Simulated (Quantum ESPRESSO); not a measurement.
Set up this calculation in Quantum ESPRESSO 7.5, as the native input.

```yaml
Task: single point
Functional: PBE
Potentials_or_basis: SSSP 1.3 efficiency PBE
Cutoff: 748 eV
Density_cutoff: 5987 eV
k_mesh: 11 × 11 × 16
Occupations: fermi-dirac, width 0.05 eV
Spin: no spin polarisation
Mixing_beta: 0.5
Most_SCF_iterations: 120
SCF_threshold: 2e-10 Ry
```

The system is B.

```
B
1.0
     2.34935   -0.01019    0.01540
    -0.01019    2.33466    0.04230
     0.01041    0.02859    1.59198
B
1
Direct
  0.50269 0.51301 0.50288
```

The cell isn't the ideal one: cell strained at random at fixed volume.

One way to write it, as run:

pw.in

```
&CONTROL
  calculation = 'scf'
  prefix = 'pwscf'
  outdir = './tmp'
  pseudo_dir = './pseudo'
  tprnfor = .true.
  tstress = .true.
  disk_io = 'nowf'
/
&SYSTEM
  ibrav = 0
  nat = 1
  ntyp = 1
  ecutwfc = 55
  ecutrho = 440
  nbnd = 6
  occupations = 'smearing'
  smearing = 'fd'
  degauss = 0.00367493
/
&ELECTRONS
  conv_thr = 2d-10
  electron_maxstep = 120
  mixing_beta = 0.5
/
ATOMIC_SPECIES
B     10.8100 b_pbe_v1.4.uspp.F.UPF
CELL_PARAMETERS angstrom
   2.3493510000   -0.0101880000    0.0154020000
  -0.0101880000    2.3346640000    0.0422970000
   0.0104100000    0.0285890000    1.5919840000
ATOMIC_POSITIONS crystal
B      0.5026920000    0.5130090000    0.5028790000
K_POINTS automatic
11 11 16 0 0 0
```

Potentials or basis: SSSP 1.3 efficiency PBE.

Launch:

```console
$ OMP_NUM_THREADS=1 pw.x -in pw.in > pw.out
```

Results of the run:

| Quantity | Value |
| --- | --- |
| Pressure | -2.4 GPa |
| Band gap on the k mesh | none (metal or under the smearing width) |

Wall time 21 s on 1 thread of Arm Neoverse V1, with other jobs on the host, peak memory 0.07 GiB.
